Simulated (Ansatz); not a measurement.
The system is ZrC.

```
Zr C
1.0
     0.00000    2.36500    2.36500
     2.36500    0.00000    2.36500
     2.36500    2.36500    0.00000
Zr C
1 1
Direct
  0.50000 0.50000 0.50000
  0.00000 0.00000 0.00000
```

Program: Ansatz 0.2.0. Alike in all runs: task band structure; potentials or basis Ansatz PAW; no spin polarisation; cell as given; k mesh 10 × 10 × 10; cutoff (eV) 420; smearing fermi-dirac 0.05 eV.

Question: Order these runs on this cell by their pressure, lowest first.
A. level PBEsol
B. level revPBE
C. level LDA

Answer: C (-12.5 GPa), A (-8.5 GPa), B (-0.5 GPa).

Caveats: the PAW data sets come from PBE, with cores solved anew for the run's functional, which leaves a small shift of forces and pressure.

Runs at the PBE level aren't shown here.
